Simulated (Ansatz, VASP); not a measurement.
## Ca: VASP beside Ansatz

The input INCAR:

```
SYSTEM = Ca
  PREC = Accurate
  ENCUT = 520
  EDIFF = 1E-7
  ISMEAR = -1
  SIGMA = 0.03
  LREAL = .FALSE.
  LASPH = .TRUE.
  NELM = 100
  ALGO = Normal
  ISIF = 2
  LWAVE = .FALSE.
  LCHARG = .FALSE.
  GGA = PE
  NBANDS = 28
```

The input KPOINTS:

```
Automatic mesh
0
G
  7 7 5
  0 0 0
```

POSCAR

```
Ca
1.0
    3.4629657000     -3.6694915100      0.0000000000
    3.4629657000      3.6694915100      0.0000000000
    0.0000000000      0.0000000000      7.0091196500
Ca
4
Direct
    0.1617894600      0.8382105400      0.1965141100
    0.8382105400      0.1617894600      0.8034858900
    0.3382105400      0.6617894600      0.6965141100
    0.6617894600      0.3382105400      0.3034858900
```

Input for Ansatz:

```yaml
crystal:
  lattice:
    - [3.4629657, -3.66949151, 0.0]
    - [3.4629657, 3.66949151, 0.0]
    - [0.0, 0.0, 7.00911965]
  atoms:
    - { symbol: Ca, position: [0.16178946, 0.83821054, 0.19651411] }
    - { symbol: Ca, position: [0.83821054, 0.16178946, 0.80348589] }
    - { symbol: Ca, position: [0.33821054, 0.66178946, 0.69651411] }
    - { symbol: Ca, position: [0.66178946, 0.33821054, 0.30348589] }
kpoints:
  mp_grid: { grid: [7, 7, 5] }
  band_path:
    path:
      - [0.0, 0.0, 0.0]
      - [-0.5, 0.5, 0.0]
      - [-0.4726509816, 0.5273490184, 0.0]
      - [0.4726509816, 0.4726509816, 0.0]
      - [0.0, 0.0, 0.0]
      - [0.0, 0.0, 0.5]
      - [0.4726509816, 0.4726509816, 0.5]
      - [-0.4726509816, 0.5273490184, 0.5]
      - [-0.5, 0.5, 0.5]
    npoints: 14
scf:
  occupations: { method: fermi_dirac, width: 0.03 }
hamiltonian:
  xc: pbe
  pseudopotentials: { kind: all_electron, lapw: { basis_error: 0.001 } }
output:
  forces: true
  stress: true
  eigenvalues: true
  fatbands: true
  populations: true
  dos: { projected: true, de: 0.2, e_range: [-14, 8] }
```

This isn't the form of Ca at room conditions, which is fcc.

Alike in both runs: task single point; functional PBE; k mesh 7 × 7 × 5; occupations fermi-dirac, width 0.03 eV; no spin polarisation.

```csv
,VASP,Ansatz
version,VASP 6.6.1,Ansatz 0.2.0
potentials or method,"VASP PAW PBE potentials, release 64 (Ca_sv)","all-electron LAPW, scalar-relativistic"
plane-wave cutoff (eV),520,see its input
```

|  | VASP | Ansatz | Ansatz less VASP |
| --- | --- | --- | --- |
| pressure (GPa) | -0.2 | -0.2 | -0.01 |
| largest component of the traceless stress (GPa) | 0.13 | 0.13 | +0.001 |
| rms of the force components (eV/Å) | 0.020 | 0.020 | +0.0001 |

Atom by atom the forces differ by 0.000 eV/Å (rms over components). Ansatz ran all-electron here, so the differences hold the error of VASP's frozen core and of both bases.
